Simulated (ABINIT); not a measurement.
**BAs: single point with PBE**

Crystal: BAs.

```
CELL_PARAMETERS angstrom
0.00000 2.38850 2.38850
2.38850 0.00000 2.38850
2.38850 2.38850 0.00000
ATOMIC_POSITIONS crystal
As 0.75000 0.75000 0.75000
B 0.00000 0.00000 0.00000
```

```yaml
Program: ABINIT 10.8.3 (patched build)
Task: single point
Functional: PBE
Potentials_or_basis: PseudoDojo NC SR PBE v0.4.1 standard
Cutoff: 1034 eV
k_mesh: 8 × 8 × 8
Occupations: fermi-dirac, width 0.05 eV
Spin: no spin polarisation
```

- Band gap on the k mesh: 1.21 eV, indirect (least direct gap 3.29 eV)
- Valence electrons inside the program's atomic spheres: As 12.46; B 2.56

Levels at points of the mesh, in eV from the valence-band top:
```csv
k point,band 6,band 7,band 8,band 9,band 10,band 11,band 12,band 13
"(0.00, 0.00, 0.00)",-15.40,0.00,0.00,0.00,3.29,3.29,3.29,4.69
"(0.50, 0.00, 0.00)",-12.53,-8.77,-1.82,-1.82,2.70,4.81,4.81,8.91
"(0.50, 0.50, 0.00)",-11.22,-8.51,-4.07,-4.07,1.45,1.46,11.39,11.39
```

Run time: 34 s on 1 thread of Intel(R) Xeon(R) Processor @ 2.70GHz, with other jobs on the host, peak memory 0.07 GiB.

 As with any semilocal functional, this PBE gap is likely too small.
